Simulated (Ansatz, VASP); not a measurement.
One calculation of Au, two programs

```
Au
1.0
     2.88054    0.00000    0.00000
    -1.44027    2.49462    0.00000
     0.00000    0.00000    4.84725
Au
2
Direct
  0.66667 0.33333 0.25000
  0.33333 0.66667 0.75000
```

Change from the starting cell: volume scaled by 0.98.

Alike in both runs: task single point; functional PBEsol; k mesh 11 × 11 × 6; occupations fermi-dirac, width 0.05 eV; no spin polarisation.

```csv
,VASP,Ansatz
version,VASP 6.6.1,Ansatz 0.2.0
potentials or method,"VASP PAW PBE potentials, release 64 (Au)",Ansatz PAW
plane-wave cutoff (eV),520,420
valence electrons in the cell,22,38
```

```csv
,VASP,Ansatz,Ansatz less VASP
gap on the k mesh at the Fermi level (eV),none,none,-
pressure (GPa),-3.8,-3.6,+0.26
largest component of the traceless stress (GPa),0.53,0.53,+0.003
```

A gap of «none» marks a metal or a gap that the smearing closes. With one functional, cell and mesh, what is left measures potentials, basis and numerics. The two sets of potentials don't hold the same shells in valence.

Caveats: the PAW data sets were made with another functional, which shifts forces and pressure a little (VASP); the PAW data sets come from PBE, with cores solved anew for the run's functional, which leaves a small shift of forces and pressure (Ansatz). The runs have no spin-orbit coupling, so splittings on Au are missing.
